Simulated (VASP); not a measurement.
# GePt (Pnma) in VASP: a series of runs

One crystal, GePt, is run at these levels: PBE; tasks: single point.

All numbers are computed with VASP 6.6.1; they aren't measurements. Logs are shortened: lines on timing, memory, paths and dates and some standing lists are left out, and cuts for length are marked.

### Step 1. The crystal as given

Symmetry: Pnma, No. 62, orthorhombic system. The conventional cell has a = 5.819 Å, b = 3.753 Å, c = 6.184 Å, α = 90.00°, β = 90.00°, γ = 90.00°. Ge (site symmetry m) has 6 Pt at 2.51 to 2.70 Å as nearest neighbours. Around Pt (site symmetry m) lie 6 Ge at 2.51 to 2.70 Å.

The cell was built by a generator and needn't be a form met in nature.

### Step 2. Single point, PBE

File INCAR:

```
SYSTEM = GePt
PREC     = Normal         ! precision mode
ENCUT    = 520            ! plane-wave cutoff, eV
EDIFF    = 1E-5           ! SCF threshold, eV
ISMEAR   = 0              ! smearing method
SIGMA    = 0.15           ! smearing width, eV
LREAL    = Auto         
LASPH    = .True.         ! aspherical terms in the spheres
NELM     = 80             ! most SCF steps
ALGO     = Fast           ! electronic algorithm
ISIF     = 2              ! what is computed and relaxed
LWAVE    = .False.        ! write WAVECAR
LCHARG   = .False.        ! write CHGCAR
GGA      = PE             ! functional
```

File KPOINTS:

```
regular mesh
0
Gamma
  4 6 4
  0 0 0
```

File POSCAR:

```
GePt
1.0
    5.8185200000      0.0000000000      0.0000000000
    0.0000000000      3.7530500000      0.0000000000
    0.0000000000      0.0000000000      6.1841100000
Ge Pt
4 4
Direct
    0.6865260000      0.2500000000      0.5881940000
    0.8134740000      0.7500000000      0.0881940000
    0.3134740000      0.7500000000      0.4118060000
    0.1865260000      0.2500000000      0.9118060000
    0.9977050000      0.2500000000      0.3074150000
    0.5022950000      0.7500000000      0.8074150000
    0.0022950000      0.7500000000      0.6925850000
    0.4977050000      0.2500000000      0.1925850000
```

Potentials or basis: VASP PAW PBE potentials, release 64 (Ge_d, Pt).

On the command line:

```bash
cat potpaw_PBE.64/Ge_d/POTCAR potpaw_PBE.64/Pt/POTCAR > POTCAR
mpirun -np 1 vasp_std > vasp.out
```

OUTCAR:

```text
SYSTEM = GePt
   PREC = Normal
   ENCUT = 520
   EDIFF = 1E-5
   ISMEAR = 0
   LREAL = Auto
   LASPH = .True.
   NELM = 80
   ISIF = 2
   GGA = PE

 ion  position               nearest neighbor table
   1  0.687  0.250  0.588-   5 2.51   6 2.55   6 2.55   8 2.68   7 2.70   7 2.70
   2  0.813  0.750  0.088-   6 2.51   5 2.55   5 2.55   7 2.68   8 2.70   8 2.70
   3  0.313  0.750  0.412-   7 2.51   8 2.55   8 2.55   6 2.68   5 2.70   5 2.70
   4  0.187  0.250  0.912-   8 2.51   7 2.55   7 2.55   5 2.68   6 2.70   6 2.70
   5  0.998  0.250  0.307-   1 2.51   2 2.55   2 2.55   4 2.68   3 2.70   3 2.70   8 2.99   8 2.99
                             7 3.03   7 3.03
   6  0.502  0.750  0.807-   2 2.51   1 2.55   1 2.55   3 2.68   4 2.70   4 2.70   7 2.99   7 2.99
                             8 3.03   8 3.03
   7  0.002  0.750  0.693-   3 2.51   4 2.55   4 2.55   2 2.68   1 2.70   1 2.70   6 2.99   6 2.99
                             5 3.03   5 3.03
   8  0.498  0.250  0.193-   4 2.51   3 2.55   3 2.55   1 2.68   2 2.70   2 2.70   5 2.99   5 2.99
                             6 3.03   6 3.03

  LATTYP: Found a simple orthorhombic cell.
 ALAT       =     3.7530500000
 B/A-ratio  =     1.5503443866
 C/A-ratio  =     1.6477558253

  Lattice vectors:

 A1 = (   0.0000000000,  -3.7530500000,   0.0000000000)
 A2 = (   5.8185200000,   0.0000000000,   0.0000000000)
 A3 = (   0.0000000000,   0.0000000000,   6.1841100000)

Analysis of symmetry for initial positions (statically):
=====================================================================
 Subroutine PRICEL returns:
 Original cell was already a primitive cell.

 Routine SETGRP: Setting up the symmetry group for a
 simple orthorhombic supercell.

 Subroutine GETGRP returns: Found  8 space group operations
 (whereof  2 operations were pure point group operations)
 out of a pool of  8 trial point group operations.

The static configuration has the point symmetry S_2 .
 The point group associated with its full space group is D_2h.

Analysis of symmetry for dynamics (positions and initial velocities):
=====================================================================
 Subroutine PRICEL returns:
 Original cell was already a primitive cell.

 Routine SETGRP: Setting up the symmetry group for a
 simple orthorhombic supercell.

 Subroutine GETGRP returns: Found  8 space group operations
 (whereof  2 operations were pure point group operations)
 out of a pool of  8 trial point group operations.

The dynamic configuration has the point symmetry S_2 .
 The point group associated with its full space group is D_2h.

 Subroutine INISYM returns: Found  8 space group operations
 (whereof  2 operations are pure point group operations),
 and found     1 'primitive' translations

----------------------------------------------------------------------------------------

                                     Primitive cell

  volume of cell :     135.0436

  direct lattice vectors                    reciprocal lattice vectors
     5.818520000  0.000000000  0.000000000     0.171865010  0.000000000  0.000000000
     0.000000000  3.753050000  0.000000000     0.000000000  0.266449954  0.000000000
     0.000000000  0.000000000  6.184110000     0.000000000  0.000000000  0.161704756

  length of vectors
     5.818520000  3.753050000  6.184110000     0.171865010  0.266449954  0.161704756

  position of ions in fractional coordinates (direct lattice)
     0.686526000  0.250000000  0.588194000
     0.813474000  0.750000000  0.088194000
     0.313474000  0.750000000  0.411806000
     0.186526000  0.250000000  0.911806000
     0.997705000  0.250000000  0.307415000
     0.502295000  0.750000000  0.807415000
     0.002295000  0.750000000  0.692585000
     0.497705000  0.250000000  0.192585000

  ion indices of the primitive-cell ions
   primitive index   ion index
                 1           1
                 2           2
                 3           3
                 4           4
                 5           5
                 6           6
                 7           7
                 8           8

----------------------------------------------------------------------------------------

 KPOINTS: regular mesh

Automatic generation of k-mesh.
 Grid dimensions read from file:
 generate k-points for:    4    6    4

 Generating k-lattice:

  Cartesian coordinates                     Fractional coordinates (reciprocal lattice)
     0.042966253  0.000000000  0.000000000     0.250000000  0.000000000  0.000000000
     0.000000000  0.044408326  0.000000000     0.000000000  0.166666667  0.000000000
     0.000000000  0.000000000  0.040426189     0.000000000  0.000000000  0.250000000

  Length of vectors
     0.042966253  0.044408326  0.040426189

  Shift w.r.t. Gamma in fractional coordinates (k-lattice)
     0.000000000  0.000000000  0.000000000

 Subroutine IBZKPT returns following result:
 ===========================================

 Found     36 irreducible k-points:

 Following reciprocal coordinates:
            Coordinates               Weight
  0.000000  0.000000  0.000000      1.000000
  0.250000  0.000000  0.000000      2.000000
  0.500000  0.000000  0.000000      1.000000
  0.000000  0.166667  0.000000      2.000000
  0.250000  0.166667  0.000000      4.000000
  0.500000  0.166667  0.000000      2.000000
[... 16 lines left out ...]
  0.250000  0.500000  0.250000      4.000000
  0.500000  0.500000  0.250000      2.000000
 [... further k-points ...]
   k-points           NKPTS =     36   k-points in BZ     NKDIM =     36   number of bands    NBANDS=     57
   number of dos      NEDOS =    301   number of ions     NIONS =      8
   total plane-waves  NPLWV =  27648
   dimension x,y,z NGX =    32 NGY =   24 NGZ =   36
   dimension x,y,z NGXF=    64 NGYF=   48 NGZF=   72
   ions per type =               4   4
   NGX,Y,Z   is equivalent  to a cutoff of   9.14, 10.63,  9.68 a.u.
   NGXF,Y,Z  is equivalent  to a cutoff of  18.29, 21.26, 19.36 a.u.
 SYSTEM =  GePt
   PREC   = normal    normal or accurate (medium, high low for compatibility)
   ISTART =      0    job   : 0-new  1-cont  2-samecut
   ICHARG =      2    charge: 1-file 2-atom 10-const
   ISPIN  =      1    spin polarized calculation?
   LNONCOLLINEAR =      F non collinear calculations
   LSORBIT =      F    spin-orbit coupling
   LASPH  =      T    aspherical Exc in radial PAW
   ENCUT  =  520.0 eV  38.22 Ry    6.18 a.u.  10.82  6.98 11.50*2*pi/ulx,y,z
   NELM   =     80;   NELMIN=  2; NELMDL= -5     # of ELM steps
   EDIFF  = 0.1E-04   stopping-criterion for ELM
   LREAL  =      T    real-space projection
   EDIFFG = 0.1E-03   stopping-criterion for IOM
   NSW    =      0    number of steps for IOM
   IBRION =     -1    ionic relax: 0-MD 1-quasi-New 2-CG
   NFREE  =      0    steps in history (QN), initial steepest desc. (CG)
   ISIF   =      2    stress and relaxation
   ISYM   =      2    0-nonsym 1-usesym 2-fastsym
   POTIM  = 0.5000    time-step for ionic-motion
   TEBEG  =    0.0;   TEEND  =   0.0 temperature during run
   PSTRESS=    0.0 pullay stress
   NELECT =      96.0000    total number of electrons
   NUPDOWN=      -1.0000    fix difference up-down
   EMIN   =  10.00;   EMAX   =-10.00  energy-range for DOS
   EFERMI =   0.00;   METHOD = LEGACY
   ISMEAR =     0;   SIGMA  =   0.15  broadening in eV -4-tet -1-fermi 0-gaus
   EFERMI_NEDOS =   21; number of points for ismear=-14 and -15
   IALGO  =     68    algorithm
   IMIX   =      4    mixing-type and parameters
     AMIX     =   0.40;   BMIX     =  1.00
     AMIX_MAG =   1.60;   BMIX_MAG =  1.00
  volume/ion in A,a.u.               =      16.88       113.91
  Fermi-wavevector in a.u.,A,eV,Ry     =   1.461080  2.761040 29.045086  2.134754
  Thomas-Fermi vector in A             =   2.577453
   LORBIT       =      0    0 simple, 1 ext, 2 COOP (PROOUT), +10 PAW based schemes
   GGA     = PE    functional components
   LHFCALC =     F    Hartree Fock is set to
   AEXX    =    0.0000 exact exchange contribution
   IVDW    =     0    specifies the selected vdW correction
   LEPSILON=     F    determine dielectric tensor
   LRPA    =     F    only Hartree local field effects (RPA)
 non-spin polarized calculation
 RMM-DIIS sequential band-by-band and
 Gauss-broadening in eV      SIGMA  =   0.15
  energy-cutoff  :      520.00
  volume of cell :      135.04
 maximum number of plane-waves:      3676
   NGX = 21   NGY = 13   NGZ = 23

 number of electron      95.9999837 magnetization

 Free energy of the ion-electron system (eV)
  ---------------------------------------------------
  ext. energy  EPLUGINS =         0.00000000
  ---------------------------------------------------
  free energy    TOTEN  =       -46.21712158 eV

  energy without entropy =      -46.18960917  energy(sigma->0) =      -46.20336537

 E-fermi :   9.0924     XC(G=0): -12.2123

 val. band max:        9.0769234554   @ k =   0.0000   0.0000   0.5000
 cond. band min:       9.0929325405   @ k =   0.0000   0.5000   0.2500
 fundamental gap:      0.0160090851
 Fermi energy:         9.0923842787

 k-point     1 :       0.0000    0.0000    0.0000
  band No.  band energies     occupation
      1     -16.0256      2.00000
      2     -16.0190      2.00000
      3     -16.0182      2.00000
      4     -16.0157      2.00000
      5     -16.0058      2.00000
      6     -15.9955      2.00000
[... 49 lines left out ...]
     56      14.0911      0.00000
     57      14.1444      0.00000

 k-point     2 :       0.2500    0.0000    0.0000
  band No.  band energies     occupation
      1     -16.0243      2.00000
      2     -16.0191      2.00000
      3     -16.0179      2.00000
      4     -16.0155      2.00000
      5     -16.0048      2.00000
      6     -15.9973      2.00000
[... 49 lines left out ...]
     56      13.9711      0.00000
     57      14.0545      0.00000

 k-point     3 :       0.5000    0.0000    0.0000
  band No.  band energies     occupation
      1     -16.0215      2.00000
      2     -16.0215      2.00000
      3     -16.0160      2.00000
      4     -16.0160      2.00000
      5     -16.0016      2.00000
      6     -16.0016      2.00000
[... 1194 lines left out ...]
      1     -16.0152      2.00000
      2     -16.0152      2.00000
      3     -16.0143      2.00000
      4     -16.0143      2.00000
      5     -15.9996      2.00000
      6     -15.9996      2.00000
[... 49 lines left out ...]
     56      12.2532      0.00000
     57      15.0235      0.00000

 k-point    24 :       0.5000    0.5000    0.2500
  band No.  band energies     occupation
      1     -16.0141      2.00000
      2     -16.0141      2.00000
      3     -16.0141      2.00000
      4     -16.0141      2.00000
      5     -15.9967      2.00000
      6     -15.9967      2.00000
[... 49 lines left out ...]
     56      13.0496      0.00000
     57      14.1843      0.00000

 [... further k-points ...]

------------------------ aborting loop because EDIFF is reached ----------------------------------------

  FORCE on cell =-STRESS in cart. coord.  units (eV):
  Direction    XX          YY          ZZ          XY          YZ          ZX
  --------------------------------------------------------------------------------------
  -------------------------------------------------------------------------------------
  Total       -0.1524039     -0.3974445     -0.3189938     -0.0000000      0.0000000      0.0000000
  in kB       -1.8081424     -4.7153400     -3.7845889     -0.0000000      0.0000000      0.0000000
  external PRESSURE =      -3.4360237 kB  Pullay stress =       0.0000000 kB

 VOLUME and BASIS-vectors are now :
 -----------------------------------------------------------------------------
  energy-cutoff  :      520.00
  volume of cell :      135.04
      direct lattice vectors                 reciprocal lattice vectors
     5.818520000  0.000000000  0.000000000     0.171865010  0.000000000  0.000000000
     0.000000000  3.753050000  0.000000000     0.000000000  0.266449954  0.000000000
     0.000000000  0.000000000  6.184110000     0.000000000  0.000000000  0.161704756

 POSITION                                       TOTAL-FORCE (eV/Angst)
 -----------------------------------------------------------------------------------
      3.99457      0.93826      3.63746        -0.031979      0.000000     -0.008940
      4.73321      2.81479      0.54540         0.031979     -0.000000     -0.008940
      1.82395      2.81479      2.54665         0.031979     -0.000000      0.008940
      1.08531      0.93826      5.63871        -0.031979     -0.000000      0.008940
      5.80517      0.93826      1.90109         0.010886      0.000000      0.007258
      2.92261      2.81479      4.99314        -0.010886     -0.000000      0.007258
      0.01335      2.81479      4.28302        -0.010886      0.000000     -0.007258
      2.89591      0.93826      1.19097         0.010886      0.000000     -0.007258
 -----------------------------------------------------------------------------------
    total drift:                                0.000000      0.000000      0.000000

  FREE ENERGIE OF THE ION-ELECTRON SYSTEM (eV)
  ---------------------------------------------------
  free  energy   TOTEN  =       -46.2171215767 eV

  energy  without entropy=      -46.1896091666  energy(sigma->0) =      -46.20336537
```

It took 1.7 min on 1 thread of AMD EPYC 9R45 (Zen 5), shared host; peak memory 0.26 GiB.

What came out:

- Free energy: -46.2171 eV
- Pressure: -0.3 GPa
- Largest force: 0.033 eV/Å
- Band gap on the k mesh: none (metal or under the smearing width)

Forces in eV/Å, atoms in the order of the input:
```
Ge  -0.032  0.000 -0.009
Ge   0.032  0.000 -0.009
Ge   0.032  0.000  0.009
Ge  -0.032  0.000  0.009
Pt   0.011  0.000  0.007
Pt  -0.011  0.000  0.007
Pt  -0.011  0.000 -0.007
Pt   0.011  0.000 -0.007
```

Stress tensor (GPa, compression positive):
```
-0.18  0.00  0.00
 0.00 -0.47  0.00
 0.00  0.00 -0.38
```

Levels at points of the mesh, in eV from the Fermi level:
```tsv
k point	band 44	band 45	band 46	band 47	band 48	band 49	band 50	band 51	band 52	band 53
(0.00, 0.00, 0.00)	-2.55	-2.36	-1.38	-1.32	-0.90	0.66	0.78	2.96	3.19	3.35
(0.50, 0.00, 0.00)	-2.56	-2.36	-2.36	-0.02	-0.02	1.34	1.34	2.24	2.24	4.00
(0.00, 0.50, 0.00)	-2.53	-2.42	-2.42	-1.53	-1.53	-0.15	-0.15	2.01	2.01	2.13
(0.50, 0.50, 0.00)	-2.77	-1.80	-1.80	-1.80	-1.80	0.55	0.55	0.55	0.55	4.06
(0.00, 0.00, 0.50)	-2.74	-1.74	-1.74	-0.02	-0.02	1.08	1.08	1.79	1.79	4.07
(0.50, 0.00, 0.50)	-2.74	-1.30	-1.30	0.71	0.71	1.72	1.72	2.61	2.61	2.63
(0.00, 0.50, 0.50)	-2.57	-2.37	-2.37	-2.05	-2.05	0.50	0.50	0.95	0.95	1.70
(0.50, 0.50, 0.50)	-2.84	-2.36	-2.36	-2.36	-2.36	2.38	2.38	2.38	2.38	2.98
```

### Step 3. Single point, PBE

This run uses another cell than the first one, of 17.63 Å³/atom, 1.045 times its volume.

INCAR is that of step 2.

File KPOINTS:

```
regular mesh
0
Gamma
  7 7 4
  0 0 0
```

File POSCAR:

```
GePt
1.0
    7.7485220000      0.0000000000      0.0000000000
   -1.9371310000      3.3552080000      0.0000000000
    0.0000000000      0.0000000000      5.4258900000
Ge Pt
4 4
Direct
    0.1666665000      0.6666670000      0.2500000000
    0.6666665000      0.6666670000      0.2500000000
    0.3333335000      0.3333330000      0.7500000000
    0.8333335000      0.3333330000      0.7500000000
    0.0000000000      0.0000000000      0.0000000000
    0.5000000000      0.0000000000      0.0000000000
    0.0000000000      0.0000000000      0.5000000000
    0.5000000000      0.0000000000      0.5000000000
```

Potentials or basis: VASP PAW PBE potentials, release 64 (Ge_d, Pt).

On the command line:

```bash
cat potpaw_PBE.64/Ge_d/POTCAR potpaw_PBE.64/Pt/POTCAR > POTCAR
mpirun -np 1 vasp_std > vasp.out
```

It took 2.6 min on 1 thread of AMD EPYC 9R45 (Zen 5), shared host; peak memory 0.32 GiB.

Results (log left out):

```yaml
Free_energy: -45.9200 eV
Pressure: -0.2 GPa
Largest_force: 0.017 eV/Å
Band_gap_on_the_k_mesh: none (metal or under the smearing width)
```

Forces on the atoms (eV/Å):
```
Ge   0.014  0.008  0.000
Ge   0.014  0.008  0.000
Ge  -0.014 -0.008  0.000
Ge  -0.014 -0.008  0.000
Pt   0.000  0.000  0.000
Pt   0.000  0.000  0.000
Pt   0.000  0.000  0.000
Pt   0.000  0.000  0.000
```

Stress tensor (GPa, compression positive):
```
-0.02  0.21  0.00
 0.21 -0.26  0.00
 0.00  0.00 -0.40
```

Levels at points of the mesh, in eV from the Fermi level:
```
           k point  band 45  band 46  band 47  band 48  band 49  band 50  band 51  band 52
(0.00, 0.00, 0.00)    -2.03    -2.02    -1.44     0.67     1.16     1.48     1.48     2.69
(0.00, 0.00, 0.50)    -2.60    -2.60    -0.08    -0.08     1.73     1.73     3.28     3.28
```

The run has no spin-orbit coupling, so splittings on Pt are missing.
